**TiCo₃: reading the k-mesh error backwards**

The energy of this magnetic metal is off by about 10 meV/atom on a 4×4×4 mesh and by 1 to 2 meV/atom on 8×8×8. From 10×10×10 on it stays within 1 meV/atom of the reference. Can these finer meshes tell how wrong 2×2×2 is, and how wrong the single point Γ is?

TiCo₃ in the Cu₃Au structure (4-atom cell, a = 3.614 Å, fixed atoms), computed with Ansatz 0.2.0: plane-wave PAW, scalar-relativistic PBEsol, collinear spin, cutoff 420 eV. Γ-centred k meshes, Gaussian smearing of 0.1 eV and a light search for lower self-consistent states. Energies are extrapolated to zero smearing; the reference is the 16×16×16 mesh.

| k mesh | starting moments | energy less reference (meV/atom) | irreducible k points | cell moment (μB) |
| --- | --- | --- | --- | --- |
| 1x1x1 | Ti -0.42 Co +1.21 Co +1.21 Co +1.21 μB | ? | ? | ? |
| 2x2x2 | Ti -0.42 Co +1.21 Co +1.21 Co +1.21 μB | ? | ? | ? |
| 4x4x4 | Ti -0.42 Co +1.21 Co +1.21 Co +1.21 μB | 10.6 | 10 | 2.65 |
| 6x6x6 | Ti -0.42 Co +1.21 Co +1.21 Co +1.21 μB | -4.85 | 20 | 2.72 |
| 8x8x8 | Ti -0.42 Co +1.21 Co +1.21 Co +1.21 μB | 1.70 | 35 | 2.65 |
| 10x10x10 | Ti -0.42 Co +1.21 Co +1.21 Co +1.21 μB | -0.901 | 56 | 2.70 |
| 12x12x12 | Ti -0.41 Co +1.22 Co +1.22 Co +1.22 μB | 0.201 | 84 | 2.68 |
| 14x14x14 | Ti -0.42 Co +1.21 Co +1.21 Co +1.21 μB | -0.598 | 120 | 2.73 |

"Energy less reference" is the energy on a given mesh minus that on 16×16×16. "Cell moment" is the spin moment of all four atoms at the end of a run; the starting moments are only its first guess. In the Cu₃Au structure every atom has twelve nearest neighbours, as in an fcc metal. Each atom sits at a centre of symmetry, so the forces vanish on any mesh and cannot serve as a test of convergence.

The known errors shrink, but they change sign at each step. Meshes whose division number $n$ is a multiple of 4 give too high an energy, the others too low a one. The moments split in the same way, near 2.66 μB in the first group and 2.72 μB in the second. The error at 14×14×14 is larger than at 12×12×12, a sign that the reference itself is uncertain by some tenths of a meV/atom.

**Why the error swings**

A mesh replaces an integral over all electron waves by a sum over a few. The mistake consists of those Fourier components of the occupied-band energy that belong to translations by $n$ lattice constants and their multiples. In an insulator the occupied bands form a smooth whole, and these components die off exponentially. In a metal the occupation ends sharply at the Fermi surface, so they fade slowly and oscillate. That is the standard explanation of such swings; the bands that would identify the states responsible are not given here.

The simplest model keeps one component and subtracts the reference's own error:

$$\Delta_n=\pm\frac{A}{n^{s}}-\frac{A}{16^{s}}$$

The sign is plus when 4 divides $n$. A least-squares fit to the six known energies gives $A=354$ meV/atom and $s=2.5$. An exponential decay fits them better, but smearing also damps long translations, which may steepen the tail. I keep the power law for the coarse end, because one point in a metal with d bands several eV wide should err by far more than the exponential's 37 meV/atom.

For 2×2×2, which was not in the fit, $2^{2.5}=5.66$ and $16^{2.5}=1024$. Hence $\Delta_2=-354/5.66-354/1024\approx-63$ meV/atom.

**Forecasts**

The ranges are judgements, wider than the fit's own errors.

- **2×2×2:** energy near −60 meV/atom, range −160 to +40; moment 2.7 μB, range 2.2 to 3.2.
- **1×1×1:** energy near −350 meV/atom, range −1200 to +500; moment 3 μB, range 0 to 5.

The sign at 1×1×1 is little better than a guess, as no odd mesh is known. Its moment is guessed from the odd number of electrons: with discrete levels, filled or empty, it would be an odd whole number. Levels partly filled in both spins can spoil this. Cubic symmetry fixes the number of distinct points at 4 and 1.

The withheld rows as computed:

| k mesh | starting moments | energy less reference (meV/atom) | irreducible k points | cell moment (μB) |
| --- | --- | --- | --- | --- |
| 1x1x1 | Ti -0.42 Co +1.21 Co +1.21 Co +1.21 μB | 541 | 1 | 2.07 |
| 2x2x2 | Ti -0.42 Co +1.21 Co +1.21 Co +1.21 μB | 11.1 | 4 | 0.00 |

**What came out**

The point counts are exact, but both energy signs are wrong. At 2×2×2 the error is +11 meV/atom, inside the range yet nearly six times smaller than forecast. At 1×1×1 it is +541 meV/atom, just outside the range. The power law has the right order of magnitude there, whereas the exponential is too small by a factor of about 15.

The 2×2×2 energy is no clean test of the model, for a reason given below. At Γ the sign was little better than a guess, and keeping only one component is a likely weakness. On a coarse mesh many short translations contribute at once, each with its own sign, and at Γ alone every lattice translation does. The fine meshes reveal only the long ones, so their regular alternation need not continue down to the coarse end. For Γ the outputs add a hint: the Fermi energy lies 2.9 eV higher than on the reference mesh. The single point seems to offer too few low levels, so that electrons have to enter higher ones, which fits an energy that is too high.

The worst miss is the moment at 2×2×2, which is zero, on each atom as well as in the whole cell. This run ended in a different state, and its energy doesn't belong to the magnetic series. The 11 meV/atom are the mesh error of a nonmagnetic state plus the energy difference between that state and the magnetic one, and the two parts may partly cancel. A moment survives only if the exchange energy gained outweighs the cost of moving electrons to higher levels, which is easier with many levels near the Fermi energy. The 2×2×2 mesh seems to catch few of them. The entropy term of the smearing, which grows with the number of levels within about 0.1 eV of the Fermi energy, is only 0.006 eV per cell there, against 0.034 eV at 4×4×4. This supports the explanation but doesn't prove it, as a nonmagnetic state is compared with a magnetic one. A small number of points need not by itself remove the moment: the run at the single point Γ kept one, and its entropy term is large, 0.14 eV. Nor is it excluded that the light search missed a magnetic state of lower energy.

At Γ the moment is 2.07 μB, within a very wide range but not an odd whole number. With a single point and an odd number of electrons, such a value means that levels are partly filled in both spins. That was the exception allowed for, not the expected case. The stability of this state was not checked, so a lower one at Γ, with a smaller energy error, isn't excluded.

For practical work the pair 2×2×2 and 4×4×4 is the one to remember. Their energy errors are almost equal, 11.1 and 10.6 meV/atom, yet one run is nonmagnetic and the other has a moment of 2.65 μB. A small energy error on a coarse mesh can therefore hide the wrong state. In a magnetic metal the moment has to be followed along with the energy, over several meshes.
